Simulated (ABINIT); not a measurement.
The system is Ge.

```
Ge
1.0
     0.00000    2.82891    2.82891
     2.82891    0.00000    2.82891
     2.82891    2.82891    0.00000
Ge
2
Cartesian
  4.2434 4.2434 4.2434
  2.8289 2.8289 2.8289
```

Base run:

| Property | Result |
| --- | --- |
| Program | ABINIT 10.8.3 (patched build) |
| Functional | PBE0-1/3 |
| Potentials or basis | SPMS NC PBE v1.0 |
| Cutoff | 762 eV |
| k mesh | 6 × 6 × 6 |
| Occupations | fermi-dirac, width 0.05 eV |
| Spin | no spin polarisation |

Its results: band gap on the k mesh 2.22 eV, direct.

Problem. The run is repeated on the same cell with these changes: functional from PBE0-1/3 to B3LYP; cutoff from 762 eV to 707 eV. What comes out?

Solution. Band gap on the k mesh 1.15 eV, direct.

Caveats: exact exchange is summed on a coarse mesh, which widens gaps by tenths of an eV.

A k mesh can miss the band edges.

Not every run made on this cell is shown here.
